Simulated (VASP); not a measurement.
# BaTiO3 (P1) in VASP: notebook, part 2 of 2

VASP 6.6.1. Earlier steps stand in the parts before.

## 3. Optical spectrum, PBEsol (a zone-boundary wave of random shape, sigma 0.1 Å)

Contents of INCAR:

```
SYSTEM = BaTiO3
PREC = Accurate
ENCUT = 520
EDIFF = 1E-6
ISMEAR = 0
SIGMA = 0.02
LREAL = .False.
LASPH = .True.
NELM = 60
ALGO = Normal
ISIF = 2
LWAVE = .False.
LCHARG = .False.
GGA = PS
LOPTICS = .True.
NBANDS = 72
NEDOS = 2000
CSHIFT = 0.1
```

Contents of KPOINTS:

```
regular mesh
0
Gamma
  5 4 4
  0 0 0
```

Contents of POSCAR:

```
BaTiO3
1.0
   -2.8276681600     -1.6325549700     -2.3177316100
    2.8276681600     -4.8976649200      0.0000000000
   -2.8276681600     -1.6325549700      4.6354632200
Ba Ti O
2 2 6
Direct
    0.0157454600      0.9951067300      0.9732589900
    0.9842545400      0.5048932700      0.5267410100
    0.5038597100      0.9895382000      0.5036220000
    0.4681402900      0.5104618000      0.0243780000
    0.5305500000      0.2316233900      0.7331572700
    0.4862500000      0.7582766100      0.2399427300
    0.4792171100      0.7573442300      0.7334846100
    0.5375828900      0.2527557700      0.2396153900
    0.9908878400      0.0289311200      0.4795032700
    0.0461121600      0.4710688800      0.0036967300
```

Potentials or basis: VASP PAW PBE potentials, release 64 (Ba_sv, Ti_sv, O).

Command:

```
cat potpaw_PBE.64/Ba_sv/POTCAR potpaw_PBE.64/Ti_sv/POTCAR potpaw_PBE.64/O/POTCAR > POTCAR
mpirun -np 1 vasp_std > vasp.out
```

OUTCAR:

```text
SYSTEM = BaTiO3
   PREC = Accurate
   ENCUT = 520
   EDIFF = 1E-6
   ISMEAR = 0
   LREAL = .False.
   LASPH = .True.
   NELM = 60
   ISIF = 2
   GGA = PS

 ion  position               nearest neighbor table
   1  0.016  0.995  0.973-   7 2.67  10 2.70   5 2.72   6 2.76   9 2.81   5 2.81   8 2.84   7 2.87
                             9 2.88   6 2.93   8 2.96  10 2.97   4 3.30   3 3.31   3 3.35   4 3.44
   2  0.984  0.505  0.527-   5 2.66   9 2.71   7 2.71  10 2.72   7 2.74   8 2.80   5 2.92   6 2.94
                             6 2.96   9 2.98  10 2.98   8 3.10   3 3.35   4 3.42   3 3.44   4 3.45
   3  0.504  0.990  0.504-   7 1.85   5 1.89   9 1.97   6 1.99   9 2.07   8 2.12   1 3.31   2 3.35
                             1 3.35   2 3.44   2 3.49   1 3.58   2 3.58   1 3.65
   4  0.468  0.510  0.024-  10 1.71   6 1.86   8 1.92   7 2.16   5 2.30  10 2.33   1 3.30   2 3.42
                             1 3.44   2 3.45   2 3.50   2 3.51   1 3.52   1 3.66
   5  0.531  0.232  0.733-   3 1.89   4 2.30   2 2.66   1 2.72   1 2.81   2 2.92
   6  0.486  0.758  0.240-   4 1.86   3 1.99   1 2.76   1 2.93   2 2.94   2 2.96
   7  0.479  0.757  0.733-   3 1.85   4 2.16   1 2.67   2 2.71   2 2.74   1 2.87
   8  0.538  0.253  0.240-   4 1.92   3 2.12   2 2.80   1 2.84   1 2.96   2 3.10
   9  0.991  0.029  0.480-   3 1.97   3 2.07   2 2.71   1 2.81   1 2.88   2 2.98
  10  0.046  0.471  0.004-   4 1.71   4 2.33   1 2.70   2 2.72   1 2.97   2 2.98

  LATTYP: Found a simple monoclinic cell.
 ALAT       =     4.0041007441
 B/A-ratio  =     1.4123861215
 C/A-ratio  =     1.4160386456
 COS(beta)  =    -0.0036478142

  Lattice vectors:

 A1 = (  -2.8276681600,  -1.6325549700,  -2.3177316100)
 A2 = (   2.8276681600,  -4.8976649200,   0.0000000000)
 A3 = (  -2.8276681600,  -1.6325549700,   4.6354632200)

Analysis of symmetry for initial positions (statically):
=====================================================================
 Subroutine PRICEL returns:
 Original cell was already a primitive cell.

 Routine SETGRP: Setting up the symmetry group for a
 simple monoclinic supercell.

 Subroutine GETGRP returns: Found  1 space group operations
 (whereof  1 operations were pure point group operations)
 out of a pool of  4 trial point group operations.

The static configuration has the point symmetry C_1 .

Analysis of symmetry for dynamics (positions and initial velocities):
=====================================================================
 Subroutine PRICEL returns:
 Original cell was already a primitive cell.

 Routine SETGRP: Setting up the symmetry group for a
[... 1501 lines left out ...]
 [bands above 52 left out]

------------------------ aborting loop because EDIFF is reached ----------------------------------------

  FORCE on cell =-STRESS in cart. coord.  units (eV):
  Direction    XX          YY          ZZ          XY          YZ          ZX
  --------------------------------------------------------------------------------------
  -------------------------------------------------------------------------------------
  Total        3.9322729      2.7099036      3.3982240      1.1394833     -0.2602756      1.6774534
  in kB       49.0697207     33.8161198     42.4054758     14.2192895     -3.2479056     20.9324669
  external PRESSURE =      41.7637721 kB  Pullay stress =       0.0000000 kB

 VOLUME and BASIS-vectors are now :
 -----------------------------------------------------------------------------
  energy-cutoff  :      520.00
  volume of cell :      128.39
      direct lattice vectors                 reciprocal lattice vectors
    -2.827668160 -1.632554970 -2.317731610    -0.176824143 -0.102089467 -0.143818780
     2.827668160 -4.897664920  0.000000000     0.088412072 -0.153134200  0.000000000
    -2.827668160 -1.632554970  4.635463220    -0.088412072 -0.051044733  0.143818780

 POSITION                                       TOTAL-FORCE (eV/Angst)
 -----------------------------------------------------------------------------------
      0.01726     -6.48830      4.47501         0.217662     -0.881051      1.229488
     -2.84492     -4.93958      0.16045        -0.012492      0.981980     -0.960908
     -0.05074     -6.49120      1.16671         1.565490     -2.107374     -0.692654
      0.05074     -3.30413     -0.97202        -3.057959      0.688209     -0.873344
     -2.91839     -3.19749      2.16885         0.704055     -0.435881      0.816649
      0.09072     -4.89933     -0.01475        -0.433548      0.315399     -0.425715
     -1.28760     -5.68902      2.28934        -1.365069      0.507619      0.185427
     -1.48295     -2.50673     -0.13524         1.308040     -0.313629     -0.136498
     -4.07597     -2.54219     -0.07389        -1.313929      0.868813     -0.234551
      1.19118     -2.38845     -0.08974         2.387750      0.375915      1.092106
 -----------------------------------------------------------------------------------
    total drift:                               -0.000117      0.000500      0.000895

  FREE ENERGIE OF THE ION-ELECTRON SYSTEM (eV)
  ---------------------------------------------------
  free  energy   TOTEN  =       -83.0466853143 eV

  energy  without entropy=      -83.0466853143  energy(sigma->0) =      -83.04668531

 electrical conductivity sigma (Mega S m-1) (frequency dependency in vasprun.xml)
  --------------------------------------------------------------------------------------
       0.000       0.000       0.000
       0.000       0.000       0.000
       0.000       0.000       0.000

  frequency dependent IMAGINARY DIELECTRIC FUNCTION (independent particle, no local field effects) density-density
     E(ev)      X         Y         Z        XY        YZ        ZX
  --------------------------------------------------------------------------------------------------------------
     0.00000     0.00000     0.00000     0.00000     0.00000     0.00000     0.00000
     0.88580     0.03662     0.03656     0.03105    -0.40498    -0.73773    -0.04155
     1.77159     0.11258     0.10486     0.09267    -0.29082    -0.47802    -0.04967
     2.65739     1.12287     0.81654     0.82394    -0.63295    -0.61772    -0.33002
     3.54318     5.33329     5.75737     4.78274    -0.52532     0.45433     0.66838
     4.42898     5.39960     8.23924     5.70588     0.67907    -0.76718    -0.64483
[... 92 lines left out ...]
    86.80792     0.00016     0.00016     0.00016    -0.00000    -0.00002     0.00001
    87.69371     0.00015     0.00015     0.00015    -0.00000    -0.00002     0.00001

  frequency dependent      REAL DIELECTRIC FUNCTION (independent particle, no local field effects) density-density
     E(ev)        X           Y           Z          XY          YZ          ZX
  --------------------------------------------------------------------------------------------------------------
     0.00000     6.03618     6.25599     5.71911    -3.31593    -6.11932    -0.35414
     0.88580     6.18928     6.40981     5.84945    -0.06536    -0.01450    -0.07505
     1.77159     6.78300     6.98572     6.34562    -0.06354     0.05250    -0.10448
     2.65739     8.65190     8.75867     7.74501     0.03907     0.35611     0.10181
     3.54318     7.28195     9.67819     7.58369     1.08716     1.41740     0.39550
     4.42898     3.55717     4.63120     4.80054     0.30717     0.96617    -0.41288
[... 92 lines left out ...]
    86.80792     0.93586     0.93508     0.93583    -0.00015    -0.00013     0.00018
    87.69371     0.93723     0.93647     0.93720    -0.00014    -0.00012     0.00017

  frequency dependent IMAGINARY DIELECTRIC FUNCTION (independent particle, no local field effects) current-current
     E(ev)      X         Y         Z        XY        YZ        ZX
  --------------------------------------------------------------------------------------------------------------
     0.00000    22.73877    23.73150    21.30743    -7.52125   -13.66908    -0.94541
     0.88580     1.20793     1.25767     1.12569    -0.41467    -0.73162    -0.05798
     1.77159     0.76520     0.78038     0.69595    -0.29715    -0.47060    -0.06133
     2.65739     1.69851     1.40021     1.33118    -0.62916    -0.58989    -0.32181
     3.54318     5.68381     6.24374     5.15046    -0.46229     0.53621     0.69212
     4.42898     5.51123     8.39899     5.87403     0.69271    -0.72236    -0.66331
[... 92 lines left out ...]
    86.80792     0.00001     0.00001     0.00001    -0.00001    -0.00002     0.00001
    87.69371     0.00001     0.00001     0.00001    -0.00000    -0.00002     0.00001

  frequency dependent      REAL DIELECTRIC FUNCTION (independent particle, no local field effects) current-current
     E(ev)        X           Y           Z          XY          YZ          ZX
  --------------------------------------------------------------------------------------------------------------
     0.00000     6.02769     6.24745     5.71186    -0.00981     0.07145    -0.06331
     0.88580     6.17952     6.40008     5.84117    -0.01532     0.07429    -0.06915
     1.77159     6.76855     6.97221     6.33368    -0.04104     0.08684    -0.09958
     2.65739     8.56448     8.69455     7.68093     0.08240     0.39386     0.12648
     3.54318     6.97893     9.34950     7.31036     1.11330     1.38445     0.35652
     4.42898     3.31396     4.25756     4.54243     0.27434     0.99794    -0.38334
[... 92 lines left out ...]
    86.80792     0.93586     0.93508     0.93583    -0.00015    -0.00013     0.00018
    87.69371     0.93724     0.93647     0.93721    -0.00015    -0.00013     0.00017
```

Wall time 7.8 min (1 thread of Intel Xeon 6975P-C (Granite Rapids), shared host); peak memory 0.77 GiB.

What came out:

* Free energy: -83.0467 eV
* Pressure: 4.2 GPa
* Largest force: 3.254 eV/Å
* Band gap on the k mesh: 2.24 eV, indirect (least direct gap 2.29 eV)

Forces in eV/Å, atoms in the order of the input:
```
Ba   0.218 -0.881  1.229
Ba  -0.012  0.982 -0.961
Ti   1.565 -2.107 -0.693
Ti  -3.058  0.688 -0.873
O    0.704 -0.436  0.817
O   -0.434  0.315 -0.426
O   -1.365  0.508  0.185
O    1.308 -0.314 -0.136
O   -1.314  0.869 -0.235
O    2.388  0.376  1.092
```

Stress tensor (GPa, compression positive):
```
 4.91  1.42  2.09
 1.42  3.38 -0.32
 2.09 -0.32  4.24
```

Levels at points of the mesh, in eV from the valence-band top:
```
           k point  band 38  band 39  band 40  band 41  band 42  band 43
(0.00, 0.00, 0.00)    -0.35    -0.25    -0.05     2.24     2.43     2.50
(0.00, 0.50, 0.00)    -0.72    -0.37    -0.20     2.68     2.96     3.16
(0.00, 0.00, 0.50)    -0.70    -0.49    -0.47     2.84     2.94     3.13
(0.00, 0.50, 0.50)    -1.01    -0.81    -0.37     2.54     2.57     3.62
```

Dielectric function (mean over the directions given):
| energy (eV) | real part | imaginary part |
| --- | --- | --- |
| 0.27 | 6.02 | 0.01 |
| 0.71 | 6.10 | 0.03 |
| 1.24 | 6.30 | 0.05 |
| 1.77 | 6.70 | 0.10 |
| 2.21 | 7.34 | 0.24 |
| 2.75 | 8.47 | 1.19 |
| 3.28 | 9.53 | 3.59 |
| 3.72 | 7.52 | 5.42 |
| 4.25 | 5.88 | 6.69 |
| 4.78 | 4.00 | 5.42 |
| 5.23 | 3.26 | 4.70 |
| 5.76 | 3.46 | 4.44 |
| 6.29 | 3.69 | 4.54 |
| 6.82 | 2.98 | 4.49 |
| 7.26 | 2.69 | 4.52 |
| 7.79 | 2.25 | 4.45 |
| 8.33 | 1.76 | 4.87 |
| 8.77 | 1.44 | 4.68 |
| 9.30 | 0.62 | 4.64 |
| 9.83 | 0.16 | 4.07 |
| 10.28 | -0.14 | 3.89 |
| 10.81 | -0.31 | 3.24 |
| 11.34 | -0.58 | 2.85 |
| 11.78 | -0.69 | 2.30 |
| 12.31 | -0.31 | 1.56 |
| 12.84 | -0.15 | 1.33 |
| 13.38 | 0.28 | 0.99 |
| 13.82 | 0.67 | 0.92 |
| 14.35 | 1.20 | 0.85 |
| 14.88 | 1.65 | 1.25 |
| 15.32 | 1.76 | 1.75 |
| 15.86 | 1.47 | 2.17 |
| 16.39 | 1.37 | 2.16 |
| 16.83 | 1.26 | 2.51 |
| 17.36 | 1.04 | 2.82 |
| 17.89 | 0.80 | 3.22 |
| 18.34 | 0.37 | 3.62 |
| 18.87 | -0.99 | 3.62 |
| 19.40 | -1.98 | 2.68 |
| 19.93 | -1.75 | 1.39 |

Caveat: spectra need much finer meshes, so this one isn't converged; independent-particle spectra lack excitons; the PAW data sets were made with another functional, which shifts forces and pressure a little; spin-orbit coupling is left out, which moves the levels of the heavy elements; an odd mesh through Γ misses points on the zone boundary, where band edges often lie.
